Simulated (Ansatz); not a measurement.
A plane-wave run on BaTiO3

The input, for Ansatz 0.2.0 (plane waves, PAW):

```yaml
crystal:
  lattice:
    - [-3.97123636, -2.82674707, 2.83496754]
    - [0.0, 0.0, 5.66993509]
    - [-3.97123636, 2.82674707, 2.83496754]
  atoms:
    - { symbol: Ba, position: [0.0, 0.0, 0.0] }
    - { symbol: Ba, position: [0.5, 0.5, 0.5] }
    - { symbol: Ti, position: [0.25, 0.2624, 0.25] }
    - { symbol: Ti, position: [0.75, 0.7624, 0.75] }
    - { symbol: O, position: [0.0, 0.4874, 0.0] }
    - { symbol: O, position: [0.5, 0.9874, 0.5] }
    - { symbol: O, position: [0.4933, 0.49854, 0.0067] }
    - { symbol: O, position: [0.9933, 0.99854, 0.5067] }
    - { symbol: O, position: [0.0067, 0.49854, 0.4933] }
    - { symbol: O, position: [0.5067, 0.99854, 0.9933] }
  symmetry: { tolerance: 0.0003 }
kpoints:
  mp_grid: { grid: [6, 6, 6], shift: [0, 0, 0] }
  band_path:
    path:
      - [0.0, 0.0, 0.0]
      - [-0.5, -1.0, -0.5]
      - [-0.49855227, -1.0, -0.50144773]
      - [0.49855227, 0.0, -0.49855227]
      - [0.0, 0.0, 0.0]
      - [-0.5, 0.0, -0.5]
      - [-0.00144773, 0.0, -0.99855227]
      - [-0.99855227, -1.0, -1.00144773]
      - [-1.0, -1.0, -1.0]
      - [-0.5, -1.0, -0.5]
      - [0.0, 0.0, 0.0]
    npoints: 7
magnetization:
  spin_polarized: false
scf:
  occupations: { method: fermi_dirac, width: 0.0408 }
  lower_state_search: "off"
  max_iter: 200
hamiltonian:
  pseudopotentials: { kind: paw }
  xc: pbe
basis:
  ecutwfc: 420
  fft_grid_basis: typed
output:
  forces: true
  stress: true
  eigenvalues: true
  bader: true
  populations: true
  elf: true
  write_potential: true
  volumetric_format: npy
  dos:
    e_range: [-12, 8]
    de: 0.05
    projected: { site_lists: { Ba: [Ba], O: [O], Ti: [Ti] } }
checkpoint:
  read: saved_state
```

Run as

```sh
ansatz run input.yaml --threads 1 --pin off --max-ram 2560MiB --backend cpu --events-out ev --progress --plain --runs-dir out
```

The run starts from an earlier solution of this cell. 

Output (shortened):

```
Pseudopotentials: kind: paw
Pseudopotential: Ba, paw, valence charge 10, recommended cutoff 420 eV (normal), Ba.paw.azcp
Pseudopotential: Ti, paw, valence charge 12, recommended cutoff 420 eV (normal), Ti.paw.azcp
Pseudopotential: O, paw, valence charge 6, recommended cutoff 420 eV (normal), O.paw.azcp
Functional definition: PBE
  exchange = pbe_x(kappa = kappa, mu = beta*pi^2/3)
  correlation = pbe_c(beta = beta)
Crystal: 10 atoms, lattice volume = 127.298 Å³
Basis set: ecut = 420 eV, 2461 PW (Γ), exchange–correlation on 80×80×80 points (8 copies of the dense FFT grid, shifted against one another)
Bands: 50, of which v1, the nominal top of the filled ones, is band 40 counted from 1 (39 counted from 0)
Symmetry: 8 space group operations
Space group: Amm2 (ITA 38), of the structure as read, at distance tolerance 1.5e-3 Å
k-points: 46 of 216 (time reversal used)
Initial density: read from a saved state, or passed on in memory by an earlier SCF of this step, an earlier step, the calling program or the single point that the run made first
Functional: x = pbe(κ = 0.804, μ = 0.2195), c = pbe(β = 0.0667)
Free energy (F): -20319.1081 eV
Harris-Foulkes:  -20319.1081 eV  (|F-HF|=6.08e-10)
Internal energy: -20319.1081 eV  (E = F + TS)
E sigma→0 (E₀):  -20319.1081 eV
Fermi energy:    11.4106 eV
--- Per-component energies (eV) ---
  E_band       = -270.9746
  E_kinetic    = 1942.7307
  E_local      = -4181.1806  (includes V_loc(G=0)·N_el)
  E_nonlocal   = 407.2952
  E_hartree    = 1635.9153
  E_xc         = -983.7257
  E_vxc        = -1093.3580  (∫ρ·V_xc dr)
  E_paw        = -13489.4207  (= ΣΔE_a)
  E_vpaw       = -618.3067  (= ΣTr[D̂ρ^β])
  E_aug_tail   = 0.0149  (compensation charges beyond the density's cutoff)
  E_ewald      = -5650.7372
  E_smearing   =  0.0000  (= −TS)
--- Forces (eV/Å), atoms counted from 1 ---
  atom   1  Ba     0.0000     0.0000     0.1578
  atom   2  Ba     0.0000     0.0000     0.1578
  atom   3  Ti     0.0000     0.0000     0.1243
  atom   4  Ti     0.0000     0.0000     0.1243
  atom   5  O      0.0000     0.0000     0.1987
  atom   6  O      0.0000     0.0000     0.1987
  atom   7  O      0.0000    -0.0409    -0.2404
  atom   8  O      0.0000    -0.0409    -0.2404
  atom   9  O      0.0000     0.0409    -0.2404
  atom  10  O      0.0000     0.0409    -0.2404
--- Stress (GPa, compression-positive) ---
        4.3387       0.0000       0.0000
        0.0000       4.4674       0.0000
        0.0000       0.0000       3.8082
  P = ⅓ Tr σ = 4.2048 GPa (42.048 kbar)
--- Löwdin populations: 10 sites ---
  site symbol       q [e]
     0     Ba      8.2253
     1     Ba      8.2253
     2     Ti     10.7932
     3     Ti     10.7932
     4      O      6.8765
     5      O      6.8765
     6      O      6.8739
     7      O      6.8739
     8      O      6.8739
     9      O      6.8739
  spilling = 0.0089 (of n_electrons = 80.0000)
--- Bader charges: 10 sites ---
  site symbol  charge [e]  shift [e]
     0     Ba      1.5318     0.0000
     1     Ba      1.5318     0.0000
     2     Ti      2.2120     0.0031
     3     Ti      2.2120     0.0031
     4      O     -1.2505     0.0010
     5      O     -1.2505     0.0010
     6      O     -1.2467     0.0011
     7      O     -1.2467     0.0011
     8      O     -1.2467     0.0011
     9      O     -1.2467     0.0011
```

Total energies depend on the potentials used, so only differences within one code and one set of settings carry meaning.

Origin: a database entry at a rescaled volume.

**Question.** How long did it run, and on what?

**Answer.** Cost: 2.4 min on 1 thread of Arm Neoverse V1, on a shared host, peak memory 0.59 GiB (start from a saved density).
